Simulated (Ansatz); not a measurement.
**F: one input, then a changed one**

The structure comes from a relaxation in the same program, started in the diamond type. Whether it is a known phase or the ground state wasn't checked. The listed cell was then made from it by scaling, straining or moving an atom.

First run: DFT, PBE, all-electron PAW with datasets made for the crystal, scalar-relativistic (Ansatz 0.2.0).

Command: `ansatz run input.yaml --threads 1 --pin off --max-ram 2048MiB --backend cpu --events-out ev --progress --plain --runs-dir out` The run took about 12 s on 1 thread of a shared machine.

```yaml
crystal:
  lattice:
    - [0.0, 2.4691510941, 2.4691510941]
    - [2.4691510941, 0.0, 2.4691510941]
    - [2.4691510941, 2.4691510941, 0.0]
  atoms:
    - { symbol: F, position: [0.0, 0.0, 0.0] }
    - { symbol: F, position: [0.25, 0.25, 0.25] }
kpoints:
  mp_grid: { grid: [16, 16, 16] }
scf:
  occupations: { method: fermi_dirac, width: 0.05 }
hamiltonian:
  xc: pbe
  pseudopotentials: { kind: all_electron, datasets: crystal }
output:
  forces: true
  stress: true
  eigenvalues: true
  efg: { contact_densities: true }
```

Result: converged; pressure -1.40 GPa; no gap on the k mesh; 6 SCF iterations.

The input is then changed:

```diff
@@ -11,6 +11,7 @@
 scf:
   occupations: { method: fermi_dirac, width: 0.05 }
+  mixing: { preconditioner: resta }
 hamiltonian:
-  xc: pbe
+  xc: r2scan
   pseudopotentials: { kind: all_electron, datasets: crystal }
 output:
```

Question: Predict the outcome of the changed run.

Answer: It converged; pressure -3.74 GPa; no gap on the k mesh; 6 SCF iterations.

The results part of its log:

```
SCF 1 converged in 6 iterations: F = -5432.287496 eV  dr2 = 1.25e-9
  Residual-converged pass: ⟨swp⟩=2.9  Hψ=2786  notcnv=0  max |occ|·‖R‖ = 5.2e-6 eV (tolerance 5.3e-6 eV)  dr2=1.28e-9  dr2_τ=1.48e-9  dr2_onsite=1.93e-9  max |Δocc| = 6.2e-12
  greatest PAW one-centre occupation: 0.969 electrons in one spin orbital (limit 2), on the F atom at site 1 (counted from 0), in its partial waves of l = 0
SCF converged after 6 iterations
Free energy (F): -5432.287496 eV
Harris-Foulkes:  -5432.287496 eV  (|F-HF|=1.15e-8)
Internal energy: -5432.232560 eV  (E = F + TS)
E sigma→0 (E₀):  -5432.260028 eV
Entropy (-TS):   -0.054936 eV (-27.468 meV/atom)
Past the cutoff: the bands carry plane waves up to 2.50 times it, of which those up to 1.5 times it add -0.000850 eV an atom, each by itself; the spheres take 0.000370 eV an atom off the energy for waves past 2.50 times it
Past the cutoffs: a stress includes 0.0058 GPa for waves and charges beyond them, in addition to the slope of what the spheres take
In the spheres:  the bands' charges fall short by 1.2e-6 e at most (sound up to 1e-3)
Fermi energy:    -4.164136 eV
--- Per-component energies (eV) ---
  The terms above E_closure are by the made datasets' own strengths, without shells solved beside the bands.
--- Forces (eV/Å), atoms counted from 1 ---
  atom   1  F      0.00000000     0.00000000     0.00000000
  atom   2  F     -0.00000000     0.00000000     0.00000000
  max |Σ_I F_I| component: 2.31e-18 eV/Å
--- Stress (GPa, compression-positive) ---
       -3.738047      -0.000000       0.000000
       -0.000000      -3.738047      -0.000000
        0.000000      -0.000000      -3.738047
  P = ⅓ Tr σ = -3.7380 GPa (-37.380 kbar)
--- PAW observables at the nuclei: V_zz in 10²¹ V/m², potentials from the cell's mean, atoms counted from 1 ---
  atom   1  F  V_zz =    -0.000000   η = 0.0000   by run symmetry: forbidden
            electrostatic potential = -728.284289 V   contact ρ = 3130.666135 e/Å³
  atom   2  F  V_zz =    -0.000000   η = 0.0000   by run symmetry: forbidden
            electrostatic potential = -728.284289 V   contact ρ = 3130.666135 e/Å³
--- Band table (eV; the first three rows and the last of 145) ---
  k-point 0: bands = ["-27.1306", "-24.5842", "-6.5418", "-6.5418", "-6.5418", "-4.8319", "-4.8319", "-4.8319", "6.3895"]
  k-point 1: bands = ["-27.1131", "-24.6039", "-6.5670", "-6.5626", "-6.5626", "-4.8254", "-4.8104", "-4.8104", "6.4871"]
  k-point 2: bands = ["-27.0616", "-24.6617", "-6.6423", "-6.6193", "-6.6193", "-4.8011", "-4.7522", "-4.7522", "6.7698"]
  k-point 144: bands = ["-25.8937", "-25.8937", "-7.5779", "-7.5779", "-5.7042", "-5.7042", "-3.9815", "-3.9815", "11.3948"]
```
